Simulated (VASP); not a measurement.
PtSe2 (Sudovikovite): single point with PBE

The system is PtSe2 (Sudovikovite).

```
Pt Se
1.0
     3.72400    0.00000    0.00000
    -1.86200    3.22508    0.00000
     0.00000    0.00000    5.06200
Pt Se
1 2
Cartesian
  0.0000 0.0000 0.0000
  1.8620 1.0750 3.7965
  0.0000 2.1501 1.2655
```

```json
{
  "Program": "VASP 6.6.1",
  "Task": "single point",
  "Functional": "PBE",
  "Potentials or basis": "VASP PAW PBE potentials, release 64 (Pt, Se)",
  "Cutoff": "520 eV",
  "k mesh": "8 × 8 × 5",
  "Occupations": "gaussian, width 0.1 eV",
  "Spin": "no spin polarisation",
  "Further INCAR settings": "ALGO = Fast; EDIFF = 1.00e-06"
}
```

```json
{
  "Pressure": "7.3 GPa",
  "Largest force": "0.598 eV/Å",
  "Band gap on the k mesh": "none (metal or under the smearing width)"
}
```

Forces in eV/Å, atoms in the order of the input:
```
Pt   0.000  0.000  0.000
Se   0.000  0.000 -0.598
Se   0.000  0.000  0.598
```

Stress tensor (GPa, compression positive):
```
7.93 0.00 0.00
0.00 7.93 0.00
0.00 0.00 6.09
```

Levels at points of the mesh, in eV from the Fermi level:
```csv
k point,band 7,band 8,band 9,band 10,band 11,band 12,band 13,band 14,band 15
"(0.00, 0.00, 0.00)",-4.10,-2.65,-1.13,-1.13,0.35,1.41,1.41,3.56,4.16
"(0.50, 0.00, 0.00)",-3.77,-3.61,-3.58,-3.50,-3.04,0.61,2.30,4.72,5.78
```

It took 24 s on 1 thread of Intel(R) Xeon(R) Platinum 8559C (Emerald Rapids) (shared host), peak memory 0.19 GiB.

Spin-orbit coupling is left out, which matters for the levels of Pt.
